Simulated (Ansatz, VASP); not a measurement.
**AlN in VASP and in Ansatz**

INCAR

```
SYSTEM = AlN
PREC     = Accurate       ! precision mode
ENCUT    = 520            ! plane-wave cutoff, eV
EDIFF    = 1E-7           ! SCF threshold, eV
ISMEAR   = 0              ! smearing method
SIGMA    = 0.01           ! smearing width, eV
LREAL    = .False.        ! projectors in reciprocal space
LASPH    = .True.         ! aspherical terms in the spheres
NELM     = 100            ! most SCF steps
ALGO     = Normal         ! electronic algorithm
ISIF     = 2              ! what is computed and relaxed
LWAVE    = .False.        ! write WAVECAR
LCHARG   = .True.         ! write CHGCAR
GGA      = CA             ! functional
LELF     = .True.         ! ELF
LVHAR    = .True.       
NBANDS   = 16             ! bands
```

File KPOINTS:

```
Automatic mesh
0
Gamma
  8 8 4
  0 0 0
```

POSCAR

```
AlN
1.0
    3.0887700518      0.0000000000      0.0000000000
   -1.5443850259      2.6749533313      0.0000000000
    0.0000000000      0.0000000000      4.9432745661
Al N
2 2
Direct
    0.3333333333      0.6666666667     -0.0009915582
    0.6666666667      0.3333333333      0.4990084418
    0.3333333333      0.6666666667      0.3809915582
    0.6666666667      0.3333333333      0.8809915582
```

Input for Ansatz:

```yaml
crystal:
  lattice:
    - [3.08877005185, 0.0, 0.0]
    - [-1.54438502592, 2.67495333135, 0.0]
    - [0.0, 0.0, 4.94327456611]
  atoms:
    - { symbol: Al, position: [0.333333333333, 0.666666666667, -0.000991558156] }
    - { symbol: Al, position: [0.666666666667, 0.333333333333, 0.499008441844] }
    - { symbol: "N", position: [0.333333333333, 0.666666666667, 0.380991558156] }
    - { symbol: "N", position: [0.666666666667, 0.333333333333, 0.880991558156] }
kpoints:
  mp_grid: { grid: [8, 8, 4] }
scf:
  occupations: { method: fixed }
  convergence: { dr2_threshold: 1.0e-10 }
hamiltonian:
  xc: lda
  pseudopotentials: { kind: all_electron, lapw: { basis_error: 0.0005 } }
output:
  forces: true
  stress: true
  eigenstates:
    kpoints:
      - [0.0, 0.0, 0.0]
      - [0.5, -0.5, -0.334263829]
      - [0.0, 0.5, -0.334263829]
      - [0.5, 0.0, -0.334263829]
      - [-0.666666667, 0.333333333, 0.0]
      - [0.0, 0.0, -0.5]
      - [-0.5, 0.0, 0.0]
      - [-0.5, 0.5, 0.0]
      - [0.0, -0.5, 0.0]
      - [-0.5, 0.0, -0.5]
      - [-0.5, 0.5, -0.5]
      - [0.0, -0.5, -0.5]
  eigenvalues: true
```

Change from the starting cell: unstrained.

Alike in both runs: task single point; functional LDA; k mesh 8 × 8 × 4; no spin polarisation.

|  | VASP | Ansatz |
| --- | --- | --- |
| version | VASP 6.6.1 | Ansatz 0.2.0 |
| potentials or method | VASP PAW LDA potentials, release 64 (Al, N) | all-electron LAPW, scalar-relativistic |
| plane-wave cutoff (eV) | 520 | see its input |
| occupations | gaussian, width 0.01 eV | fixed |

Ansatz gave:

| Item | Value |
| --- | --- |
| gap on the k mesh at the Fermi level (eV) | 4.42 |
| pressure (GPa) | 0.0 |

Q: Which values does VASP return?

A: gap on the k mesh at the Fermi level (eV): 4.42; pressure (GPa): 0.6.

Ansatz ran all-electron here, so the differences hold the error of VASP's frozen core and of both bases.
